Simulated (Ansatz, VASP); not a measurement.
## HfB2: VASP beside Ansatz

```
Hf B
1.0
     3.09756    0.00000    0.00000
    -1.54878    2.68257    0.00000
     0.00000    0.00000    3.43297
Hf B
1 2
Direct
  0.00000 0.00000 0.00000
  0.33333 0.66667 0.50000
  0.66667 0.33333 0.50000
```

Change from the starting cell: volume scaled by 0.96, PAW files.

Alike in both runs: task electric field gradients; functional PBEsol; k mesh 15 × 15 × 12; occupations fermi-dirac, width 0.03 eV; no spin polarisation.

|  | VASP | Ansatz |
| --- | --- | --- |
| version | VASP 6.6.1 | Ansatz 0.2.0 |
| potentials or method | VASP PAW PBE potentials, release 64 (Hf_pv, B) | PAW with Ansatz's default frozen-core files, scalar-relativistic |
| plane-wave cutoff (eV) | 520 | 420 |
| valence electrons in the cell | 16 | 32 |

```csv
,VASP,Ansatz,Ansatz less VASP
pressure (GPa),6.5,6.5,-0.04
largest component of the traceless stress (GPa),1.59,1.89,+0.301
Vzz of the field gradient on the site that differs most (V/Å²),82.5,111.4,+28.90
```

The two sets of potentials don't hold the same shells in valence. Ansatz warned: «gradients_without_spin_orbit».

Caveats: the PAW data sets were made with another functional, which shifts forces and pressure a little (VASP). Spin-orbit coupling is left out, which matters for the levels of Hf.
